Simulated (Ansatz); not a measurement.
# TiB2: a line through an energy map

How does the energy of TiB₂ (P6/mmm, No. 191; 9 atoms in the cell) vary with opening across the cut, at slide along a1 + 0 a2 (3.032 Å) = 0.3?

Computed with Ansatz 0.2.0 (DFT PBE, scalar-relativistic, plane waves, PAW, unless a step's input says otherwise).

## Step 1: The structure to begin with

The structure is hexagonal, space group P6/mmm (No. 191). The conventional cell has a = 3.032 Å, b = 3.032 Å, c = 3.223 Å, α = 90.00°, β = 90.00°, γ = 120.00°. Around Ti (site symmetry 6/mmm) lie 12 B at 2.38 Å. B (site symmetry -6m2) is surrounded by 3 B at 1.75 Å and 6 Ti at 2.38 Å.

Coordinates:

```
Ti B
1.0
     3.03204    0.00000    0.00000
    -1.51602    2.62583    0.00000
     0.00000    0.00000    3.22342
Ti B
1 2
Cartesian
  0.0000 0.0000 0.0000
  0.0000 1.7506 1.6117
  1.5160 0.8753 1.6117
```

This cell was relaxed beforehand with the same method: volume 8.55 Å³/atom, gap on the mesh none (metal).

## Step 2: What is varied

Rigid slide and opening across a plane, one cut a cell; the plane is (0 0 1) of the conventional cell, and the faces at the cut hold Ti and B.

First coordinate, slide along a1 + 0 a2 (3.032 Å): 10 values from 0.0 to 0.9, periodic. Second coordinate, opening across the cut: 6 values from −0.25 to 2.80 Å.

Nothing else is relaxed (rigid halves). Energies count from the perfect crystal. Points are written as (first, second).

## Step 3: The run at (0.3, −0.25 Å)

The input, input.yaml:

```yaml
crystal:
  lattice:
    - [-1.516020938, -2.6258252899, 0.0]
    - [1.516020938, -2.6258252899, 0.0]
    - [-0.4548062814, -0.787747587, 9.420264779]
  atoms:
    - { symbol: Ti, position: [-0.2822929637, 0.0, 0.9409765455] }
    - { symbol: Ti, position: [-0.0769852572, 0.0, 0.2566175241] }
    - { symbol: Ti, position: [-0.1796391104, 0.0, 0.5987970348] }
    - { symbol: B, position: [0.6410083361, 0.6666666667, 0.0855277687] }
    - { symbol: B, position: [0.5383544828, 0.6666666667, 0.4277072794] }
    - { symbol: B, position: [0.4357006296, 0.6666666667, 0.7698867902] }
    - { symbol: B, position: [0.3076750027, 0.3333333333, 0.0855277687] }
    - { symbol: B, position: [0.2050211495, 0.3333333333, 0.4277072794] }
    - { symbol: B, position: [0.1023672963, 0.3333333333, 0.7698867902] }
basis:
  ecutwfc: 520.0
kpoints:
  mp_grid: { grid: [15, 15, 4] }
hamiltonian:
  xc: pbe
scf:
  occupations: { method: gaussian, width: 0.15 }
output:
  forces: true
  stress: true
  eigenvalues: true
```

Run with:

```
$ ansatz run input.yaml --threads 2 --pin off --max-ram 4096MiB --backend cpu --events-out ev --progress --plain --runs-dir out
```

Standard output (excerpt; [...] marks lines left out):

```text
Warning: RAYON_NUM_THREADS=2 ignored (pool sized by the plan → 2); use --threads N
[...]
Pseudopotentials: kind: paw
Pseudopotential: Ti, paw, valence charge 12, recommended cutoff 420 eV (normal), Ti.paw.azcp
Pseudopotential: B, paw, valence charge 3, recommended cutoff 420 eV (normal), B.paw.azcp
Functional definition: PBE
[...]
Crystal: 9 atoms, lattice volume = 75.000 Å³
Basis set: ecut = 520 eV, 2029 PW (Γ), exchange–correlation on 48×48×144 points (8 copies of the dense FFT grid, shifted against one another)
Bands: 36, of which v1, the nominal top of the filled ones, is band 27 counted from 1 (26 counted from 0)
Symmetry: 2 space group operations
Space group: Cm (ITA 8), of the structure as read, at distance tolerance 4.2e-5 Å
k-points: 248 of 900 (time reversal used)
[...]
SCF iter   1: F=—  HF=-8438.760190 eV  |F-HF|=—  |Δ(HF+E_count)|=         —  Δρ=8.58e-3  dr2=4.39e-2  ethr=1.77e-3  ⟨swp⟩=5.4  Hψ=36875  notcnv=0
[...]
SCF iter   7: F=-8438.748690 eV  HF=-8438.748690 eV  |F-HF|=3.19e-8  |Δ(HF+E_count)|=   7.42e-8  Δρ=4.32e-6  dr2=3.97e-8  ethr=1.85e-10  ⟨swp⟩=9.1  Hψ=35094  notcnv=0
[...]
SCF converged after 7 iterations
Free energy (F): -8438.748690 eV
[...]
E sigma→0 (E₀):  -8438.742439 eV
Entropy (-TS):   -0.012501 eV (-1.389 meV/atom)
Fermi energy:    15.484991 eV
[...]
--- Forces (eV/Å), atoms counted from 1 ---
  atom   1  Ti    -3.72678605    -6.45498279   -15.50036358
  atom   2  Ti     0.38192300     0.66151005     0.74759503
  atom   3  Ti     0.01352272     0.02342204     0.04253488
  atom   4  B     -1.95022074     5.07242209     7.63816800
  atom   5  B      0.02203896    -0.03830629    -0.00926487
  atom   6  B      0.15654667    -0.16456243    -0.27377410
  atom   7  B      5.36795675     0.84727034     7.63816800
  atom   8  B     -0.04419370    -0.00006685    -0.00926487
[...]
--- Stress (GPa, compression-positive) ---
       12.946547      -1.051733      12.536427
       -1.051733      11.732109      21.713729
       12.536426      21.713727      51.118259
  P = ⅓ Tr σ = 25.2656 GPa (252.656 kbar)
--- Band table (eV; the first three rows and the last of 248) ---
[...]
```

Run time: 37 s. Hardware: 2 threads of Arm Neoverse V1, shared host; peak memory 0.87 GiB.

Energy on the map's scale: 672 meV/Å².

## Step 4: The run at (0.3, 0.00 Å)

The input, input.yaml:

```yaml
crystal:
  lattice:
    - [-1.516020938, -2.6258252899, 0.0]
    - [1.516020938, -2.6258252899, 0.0]
    - [-0.4548062814, -0.787747587, 9.670264779]
  atoms:
    - { symbol: Ti, position: [-0.274995, 0.0, 0.91665] }
    - { symbol: Ti, position: [-0.074995, 0.0, 0.2499833333] }
    - { symbol: Ti, position: [-0.174995, 0.0, 0.5833166667] }
    - { symbol: B, position: [0.6416716667, 0.6666666667, 0.0833166667] }
    - { symbol: B, position: [0.5416716667, 0.6666666667, 0.41665] }
    - { symbol: B, position: [0.4416716667, 0.6666666667, 0.7499833333] }
    - { symbol: B, position: [0.3083383333, 0.3333333333, 0.0833166667] }
    - { symbol: B, position: [0.2083383333, 0.3333333333, 0.41665] }
    - { symbol: B, position: [0.1083383333, 0.3333333333, 0.7499833333] }
basis:
  ecutwfc: 520.0
kpoints:
  mp_grid: { grid: [15, 15, 4] }
hamiltonian:
  xc: pbe
scf:
  occupations: { method: gaussian, width: 0.15 }
output:
  forces: true
  stress: true
  eigenvalues: true
```

Run with:

```
$ ansatz run input.yaml --threads 2 --pin off --max-ram 4096MiB --backend cpu --events-out ev --progress --plain --runs-dir out
```

Standard output (excerpt; [...] marks lines left out):

```text
Warning: RAYON_NUM_THREADS=2 ignored (pool sized by the plan → 2); use --threads N
[...]
[... 4 set-up lines as earlier in the session ...]
[...]
Crystal: 9 atoms, lattice volume = 76.991 Å³
Basis set: ecut = 520 eV, 2097 PW (Γ), exchange–correlation on 48×48×150 points (8 copies of the dense FFT grid, shifted against one another)
Bands: 36, of which v1, the nominal top of the filled ones, is band 27 counted from 1 (26 counted from 0)
[... 1 set-up line as earlier in the session ...]
Space group: Cm (ITA 8), of the structure as read, at distance tolerance 4.3e-5 Å
k-points: 248 of 900 (time reversal used)
[...]
SCF converged after 7 iterations
Free energy (F): -8441.507190 eV
[...]
E sigma→0 (E₀):  -8441.500045 eV
Entropy (-TS):   -0.014290 eV (-1.588 meV/atom)
Fermi energy:    15.095280 eV
[...]
--- Forces (eV/Å), atoms counted from 1 ---
  atom   1  Ti    -1.97859572    -3.42702832    -6.87248735
  atom   2  Ti     0.18023528     0.31217666     0.23210064
  atom   3  Ti     0.00258912     0.00448449    -0.04502627
  atom   4  B     -0.62952301     2.44769700     3.30097676
  atom   5  B      0.00581519    -0.00629883     0.00891742
  atom   6  B      0.05939278    -0.04201457     0.03280898
  atom   7  B      2.43452929     0.67866558     3.30097676
  atom   8  B     -0.00836254     0.00188668     0.00891742
[...]
--- Stress (GPa, compression-positive) ---
        3.321834       0.645215       7.445770
        0.645215       4.066865      12.896452
        7.445769      12.896451      23.984086
  P = ⅓ Tr σ = 10.4576 GPa (104.576 kbar)
--- Band table (eV; the first three rows and the last of 248) ---
[...]
```

Wall time 40 s (2 threads of Arm Neoverse V1, shared host); peak memory 0.89 GiB.

Energy on the map's scale: 326 meV/Å².

## Step 5: Grid point (0.3, 0.35 Å)

The input, input.yaml:

```yaml
crystal:
  lattice:
    - [-1.516020938, -2.6258252899, 0.0]
    - [1.516020938, -2.6258252899, 0.0]
    - [-0.4548062814, -0.787747587, 10.020264779]
  atoms:
    - { symbol: Ti, position: [-0.26538964, 0.0, 0.8846321335] }
    - { symbol: Ti, position: [-0.0723754834, 0.0, 0.2412516113] }
    - { symbol: Ti, position: [-0.1688825617, 0.0, 0.5629418724] }
    - { symbol: B, position: [0.6425447224, 0.6666666667, 0.0804064808] }
    - { symbol: B, position: [0.5460376441, 0.6666666667, 0.4020967419] }
    - { symbol: B, position: [0.4495305658, 0.6666666667, 0.723787003] }
    - { symbol: B, position: [0.3092113891, 0.3333333333, 0.0804064808] }
    - { symbol: B, position: [0.2127043108, 0.3333333333, 0.4020967419] }
    - { symbol: B, position: [0.1161972324, 0.3333333333, 0.723787003] }
basis:
  ecutwfc: 520.0
kpoints:
  mp_grid: { grid: [15, 15, 4] }
hamiltonian:
  xc: pbe
scf:
  occupations: { method: gaussian, width: 0.15 }
output:
  forces: true
  stress: true
  eigenvalues: true
```

Run with:

```
$ ansatz run input.yaml --threads 2 --pin off --max-ram 4096MiB --backend cpu --events-out ev --progress --plain --runs-dir out
```

Standard output (excerpt; [...] marks lines left out):

```text
Warning: RAYON_NUM_THREADS=2 ignored (pool sized by the plan → 2); use --threads N
[...]
[... 4 set-up lines as earlier in the session ...]
[...]
Crystal: 9 atoms, lattice volume = 79.777 Å³
Basis set: ecut = 520 eV, 2147 PW (Γ), exchange–correlation on 48×48×150 points (8 copies of the dense FFT grid, shifted against one another)
Bands: 36, of which v1, the nominal top of the filled ones, is band 27 counted from 1 (26 counted from 0)
[... 2 set-up lines as earlier in the session ...]
k-points: 248 of 900 (time reversal used)
[...]
SCF converged after 7 iterations
Free energy (F): -8442.635344 eV
[...]
E sigma→0 (E₀):  -8442.626324 eV
Entropy (-TS):   -0.018040 eV (-2.004 meV/atom)
Fermi energy:    14.523801 eV
[...]
--- Forces (eV/Å), atoms counted from 1 ---
  atom   1  Ti    -0.76495128    -1.32493448    -1.04727755
  atom   2  Ti     0.05121602     0.08870875    -0.27947562
  atom   3  Ti    -0.00165664    -0.00286938    -0.06100417
  atom   4  B      0.00444801     0.82147612     0.41289302
  atom   5  B     -0.00686065     0.00601377     0.02103409
  atom   6  B     -0.00321947     0.00183760     0.25997456
  atom   7  B      0.70919518     0.41459015     0.41289302
  atom   8  B      0.00863840    -0.00293461     0.02103409
[...]
--- Stress (GPa, compression-positive) ---
       -1.202881       1.008640       3.392472
        1.008640      -0.038204       5.875934
        3.392473       5.875935       0.006989
  P = ⅓ Tr σ = -0.4114 GPa (-4.114 kbar)
--- Band table (eV; the first three rows and the last of 248) ---
[...]
```

It took 39 s on 2 threads of Arm Neoverse V1, shared host; peak memory 0.9 GiB.

Energy on the map's scale: 184 meV/Å².

## Step 6: Grid point (0.3, 1.50 Å)

The input, input.yaml:

```yaml
crystal:
  lattice:
    - [-1.516020938, -2.6258252899, 0.0]
    - [1.516020938, -2.6258252899, 0.0]
    - [-0.4548062814, -0.787747587, 11.170264779]
  atoms:
    - { symbol: Ti, position: [-0.238067272, 0.0, 0.7935575732] }
    - { symbol: Ti, position: [-0.0649242898, 0.0, 0.2164142992] }
    - { symbol: Ti, position: [-0.1514957809, 0.0, 0.5049859362] }
    - { symbol: B, position: [0.6450281225, 0.6666666667, 0.0721284807] }
    - { symbol: B, position: [0.5584566314, 0.6666666667, 0.3607001177] }
    - { symbol: B, position: [0.4718851403, 0.6666666667, 0.6492717547] }
    - { symbol: B, position: [0.3116947891, 0.3333333333, 0.0721284807] }
    - { symbol: B, position: [0.225123298, 0.3333333333, 0.3607001177] }
    - { symbol: B, position: [0.1385518069, 0.3333333333, 0.6492717547] }
basis:
  ecutwfc: 520.0
kpoints:
  mp_grid: { grid: [15, 15, 4] }
hamiltonian:
  xc: pbe
scf:
  occupations: { method: gaussian, width: 0.15 }
output:
  forces: true
  stress: true
  eigenvalues: true
```

Run with:

```
$ ansatz run input.yaml --threads 2 --pin off --max-ram 4096MiB --backend cpu --events-out ev --progress --plain --runs-dir out
```

Standard output (excerpt; [...] marks lines left out):

```text
Warning: RAYON_NUM_THREADS=2 ignored (pool sized by the plan → 2); use --threads N
[...]
[... 4 set-up lines as earlier in the session ...]
[...]
Crystal: 9 atoms, lattice volume = 88.933 Å³
Basis set: ecut = 520 eV, 2409 PW (Γ), exchange–correlation on 48×48×180 points (8 copies of the dense FFT grid, shifted against one another)
Bands: 36, of which v1, the nominal top of the filled ones, is band 27 counted from 1 (26 counted from 0)
[... 1 set-up line as earlier in the session ...]
Space group: Cm (ITA 8), of the structure as read, at distance tolerance 4.5e-5 Å
k-points: 248 of 900 (time reversal used)
[...]
SCF converged after 8 iterations
Free energy (F): -8441.018849 eV
[...]
E sigma→0 (E₀):  -8441.002898 eV
Entropy (-TS):   -0.031902 eV (-3.545 meV/atom)
Fermi energy:    12.506786 eV
[...]
--- Forces (eV/Å), atoms counted from 1 ---
  atom   1  Ti    -0.05500844    -0.09527740     0.63532917
  atom   2  Ti     0.01558744     0.02699824    -0.91684675
  atom   3  Ti     0.00051374     0.00088982     0.02060922
  atom   4  B      0.09966344    -0.00128744    -0.26824790
  atom   5  B     -0.00630268    -0.00021599     0.01190495
  atom   6  B     -0.00824926    -0.00270871     0.38687651
  atom   7  B     -0.05094667     0.08566735    -0.26824790
  atom   8  B      0.00296429    -0.00556627     0.01190495
[...]
--- Stress (GPa, compression-positive) ---
       -1.960425       0.404996       0.463485
        0.404996      -1.492776       0.802780
        0.463485       0.802779     -12.798177
  P = ⅓ Tr σ = -5.4171 GPa (-54.171 kbar)
--- Band table (eV; the first three rows and the last of 248) ---
[...]
```

Run time: 49 s. Hardware: 2 threads of Arm Neoverse V1, shared host; peak memory 0.97 GiB.

Energy on the map's scale: 387 meV/Å².

## Step 7: Again, with symmetry.detect false

input.yaml, as its differences from that of step 6:

```diff
@@ -15,2 +15,3 @@
     - { symbol: B, position: [0.1385518069, 0.3333333333, 0.6492717547] }
+  symmetry: { detect: false }
 basis:
@@ -25,3 +26,3 @@
   forces: true
+  eigenvalues: true
   stress: true
-  eigenvalues: true
```

Run with:

```
$ ansatz run input.yaml --threads 2 --pin off --max-ram 4096MiB --backend cpu --events-out ev --progress --plain --runs-dir out
```

Standard output (excerpt; [...] marks lines left out):

```text
Warning: RAYON_NUM_THREADS=2 ignored (pool sized by the plan → 2); use --threads N
[...]
[... 4 set-up lines as earlier in the session ...]
[...]
Crystal: 9 atoms, lattice volume = 88.933 Å³
Basis set: ecut = 520 eV, 2409 PW (Γ), exchange–correlation on 48×48×180 points (8 copies of the dense FFT grid, shifted against one another)
Bands: 36, of which v1, the nominal top of the filled ones, is band 27 counted from 1 (26 counted from 0)
Symmetry: 1 space group operations
k-points: 451 of 900 (time reversal used)
[...]
SCF iter   1: F=—  HF=-8441.033393 eV  |F-HF|=—  |Δ(HF+E_count)|=         —  Δρ=6.40e-3  dr2=2.65e-1  ethr=1.77e-3  ⟨swp⟩=5.7  Hψ=67018  notcnv=0
[...]
SCF iter   8: F=-8441.018849 eV  HF=-8441.018849 eV  |F-HF|=3.58e-8  |Δ(HF+E_count)|=   6.14e-8  Δρ=4.96e-6  dr2=5.21e-8  ethr=1.85e-10  ⟨swp⟩=8.3  Hψ=67163  notcnv=0
[...]
SCF converged after 8 iterations
Free energy (F): -8441.018849 eV
[...]
E sigma→0 (E₀):  -8441.002898 eV
Entropy (-TS):   -0.031902 eV (-3.545 meV/atom)
Fermi energy:    12.506786 eV
[...]
--- Forces (eV/Å), atoms counted from 1 ---
  atom   1  Ti    -0.05500850    -0.09527733     0.63532796
  atom   2  Ti     0.01558752     0.02699825    -0.91684592
  atom   3  Ti     0.00051380     0.00088988     0.02060867
  atom   4  B      0.09966345    -0.00128735    -0.26824746
  atom   5  B     -0.00630266    -0.00021604     0.01190471
  atom   6  B     -0.00824939    -0.00270896     0.38687684
  atom   7  B     -0.05094669     0.08566732    -0.26824754
  atom   8  B      0.00296427    -0.00556625     0.01190468
[...]
--- Stress (GPa, compression-positive) ---
       -1.960426       0.404995       0.463486
        0.404995      -1.492777       0.802781
        0.463486       0.802781     -12.798179
  P = ⅓ Tr σ = -5.4171 GPa (-54.171 kbar)
--- Band table (eV; the first three rows and the last of 451) ---
[...]
```

Run time: 94 s. Hardware: 2 threads of Arm Neoverse V1, shared host; peak memory 1.5 GiB.

| run | ending | energy change | pressure (GPa) | gap (eV) | force (eV/Å) | cycles | time |
| --- | --- | --- | --- | --- | --- | --- | --- |
| step 6 | converged | 0 | -5.4 | 0.00 | 0.92 | 8 | 49 s |
| variant | converged | 0.0 meV/atom | -5.4 | 0.00 | 0.92 | 8 | 94 s |

With the changed use of symmetry the energy agrees within 0.5 meV/atom. Cost: the same number of cycles, 94 s against 49 s.

## Step 8: Point (0.3, 2.80 Å)

The input, input.yaml:

```yaml
crystal:
  lattice:
    - [-1.516020938, -2.6258252899, 0.0]
    - [1.516020938, -2.6258252899, 0.0]
    - [-0.4548062814, -0.787747587, 12.470264779]
  atoms:
    - { symbol: Ti, position: [-0.2132492381, 0.0, 0.7108307936] }
    - { symbol: Ti, position: [-0.0581560632, 0.0, 0.1938535441] }
    - { symbol: Ti, position: [-0.1357026507, 0.0, 0.4523421689] }
    - { symbol: B, position: [0.6472838971, 0.6666666667, 0.0646092318] }
    - { symbol: B, position: [0.5697373097, 0.6666666667, 0.3230978565] }
    - { symbol: B, position: [0.4921907223, 0.6666666667, 0.5815864813] }
    - { symbol: B, position: [0.3139505638, 0.3333333333, 0.0646092318] }
    - { symbol: B, position: [0.2364039764, 0.3333333333, 0.3230978565] }
    - { symbol: B, position: [0.158857389, 0.3333333333, 0.5815864813] }
basis:
  ecutwfc: 520.0
kpoints:
  mp_grid: { grid: [15, 15, 4] }
hamiltonian:
  xc: pbe
scf:
  occupations: { method: gaussian, width: 0.15 }
output:
  forces: true
  stress: true
  eigenvalues: true
```

Run with:

```
$ ansatz run input.yaml --threads 2 --pin off --max-ram 4096MiB --backend cpu --events-out ev --progress --plain --runs-dir out
```

Standard output (excerpt; [...] marks lines left out):

```text
Warning: RAYON_NUM_THREADS=2 ignored (pool sized by the plan → 2); use --threads N
[...]
[... 4 set-up lines as earlier in the session ...]
[...]
Crystal: 9 atoms, lattice volume = 99.283 Å³
Basis set: ecut = 520 eV, 2689 PW (Γ), exchange–correlation on 48×48×192 points (8 copies of the dense FFT grid, shifted against one another)
Bands: 36, of which v1, the nominal top of the filled ones, is band 27 counted from 1 (26 counted from 0)
[... 1 set-up line as earlier in the session ...]
Space group: Cm (ITA 8), of the structure as read, at distance tolerance 4.6e-5 Å
k-points: 248 of 900 (time reversal used)
[...]
SCF iter   1: F=—  HF=-8440.167919 eV  |F-HF|=—  |Δ(HF+E_count)|=         —  Δρ=1.80e-2  dr2=3.96e0  ethr=1.77e-3  ⟨swp⟩=6.5  Hψ=38735  notcnv=0
[...]
SCF converged after 9 iterations
Free energy (F): -8440.044275 eV
[...]
E sigma→0 (E₀):  -8440.017631 eV
Entropy (-TS):   -0.053287 eV (-5.921 meV/atom)
Fermi energy:    10.520882 eV
[...]
--- Forces (eV/Å), atoms counted from 1 ---
  atom   1  Ti    -0.00582345    -0.01008652    -0.52587727
  atom   2  Ti     0.00235119     0.00407238    -1.13204103
  atom   3  Ti    -0.00006357    -0.00011010     0.13684166
  atom   4  B      0.01907939    -0.00590453     0.35456470
  atom   5  B     -0.00086139     0.00015987     0.02600804
  atom   6  B     -0.00039907    -0.00046022     0.37995581
  atom   7  B     -0.01465316     0.01357097     0.35456470
  atom   8  B      0.00056915    -0.00066605     0.02600804
[...]
--- Stress (GPa, compression-positive) ---
       -2.384783       0.040120       0.056602
        0.040120      -2.338456       0.098037
        0.056602       0.098037      -5.724409
  P = ⅓ Tr σ = -3.4825 GPa (-34.825 kbar)
--- Band table (eV; the first three rows and the last of 248) ---
[...]
```

It took 68 s on 2 threads of Arm Neoverse V1, shared host; peak memory 1.1 GiB.

That is 509 meV/Å² from the zero.

## Step 9: What came out

| opening across the cut (Å) | step | energy (meV/Å²) | slope (meV/Å² per Å) | pressure (GPa) | largest force on an atom (eV/Å) |
| --- | --- | --- | --- | --- | --- |
| −0.25 | 3 | 672 | −2014 | 25.3 | 17.2 |
| 0.00 | 4 | 326 | −861 | 10.5 | 7.9 |
| 0.35 | 5 | 184 | −71 | −0.4 | 1.9 |
| 0.80 | – | 236 | 218 | −5.0 | 1.1 |
| 1.50 | 6 | 387 | 179 | −5.4 | 0.9 |
| 2.80 | 8 | 509 | 32 | −3.5 | 1.1 |

Energies count from the perfect crystal. Rows without a step come from runs not printed here or follow by symmetry. Slopes come from the forces and the stress, not from differences of energies.

| run | outcome |
| --- | --- |
| step 7, run with symmetry.detect false (against step 6) | 0.0 meV/atom |

**Reading.** Along the line the energy is lowest at 0.35 Å, 184 meV/Å² from the zero. Energies and slopes round the minimum, fitted together, put the minimum at 0.410 Å, with a curvature of about 1100 meV/Å² per Å². The highest point, at −0.25 Å, lies 488 meV/Å² above the lowest. This is one cut through a surface in two coordinates; the map's lowest point lies off it. Where forces pass 15 eV/Å atoms stand far too close, the PAW spheres overlap strongly and those numbers are rough.
